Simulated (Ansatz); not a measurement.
# How fast does Zn move in ZnSe?

Method: DFT PBE, scalar-relativistic, plane waves, PAW (Ansatz). (420 eV cutoff, 2×2×2 k-mesh, Gaussian smearing of 0.02 eV, no spin polarisation)

Host crystal, relaxed:

```
Zn Se
1.0
     0.00000    2.86588    2.86588
     2.86588    0.00000    2.86588
     2.86588    2.86588    0.00000
Zn Se
1 1
Direct
  0.00000 0.00000 0.00000
  0.25000 0.25000 0.25000
```

In a supercell of 16 host sites with charge -2, Zn trades places with a neighbouring Zn vacancy, moving 4.05 Å. Climbing-image nudged elastic band at fixed cell; the order of the saddle wasn't checked, and the small cell leaves errors of about a tenth of an eV.

```tsv
image	path (Å)	E − E(0) (eV)
0	0.00	0.000
1	1.24	0.770
2	2.47	1.516
3	3.70	0.766
4	4.92	0.000
```

Q: What are the barriers forward and back, and what attempt frequency does the shape suggest?

A: Forward 1.52 eV, back 1.52 eV, the ends being level. For a sinusoidal profile E_b sin²(πx/l), with the Zn atom alone moving, ν = (1/l)√(E_b/2m) = 2.6×10¹² s⁻¹, within an order of magnitude of the customary 10¹³ s⁻¹; a true prefactor needs the vibrations at the minimum and at the saddle.

Q: With ν = 10¹³ s⁻¹, how often does the exchange happen at 300, 600 and 1000 K once atom and vacancy are neighbours, taking the host as solid throughout? Does that give the diffusivity?

A: k = ν exp(−E_b/k_BT):
| T (K) | k (1/s) | wait (s) |
| --- | --- | --- |
| 300 | 3.4×10⁻¹³ | 2.9×10¹² |
| 600 | 1.8 | 0.54 |
| 1000 | 2.3×10⁵ | 4.4×10⁻⁶ |

No. The atom can jump only when a vacancy is beside it, so where vacancies are thermal the activation energy of diffusion adds the vacancy's formation energy; where doping, quenching or off-stoichiometry fixes their number, it doesn't. And repeated exchanges only swap the two back and forth: Zn gets on when the vacancy moves round it by other jumps, which the correlation factor counts. An error of 0.1 eV in the barrier changes k by a factor of 48 at 300 K and 3.2 at 1000 K.

Cost: 1 run of about 14 core-minutes, on Arm Neoverse V2 (shared hosts).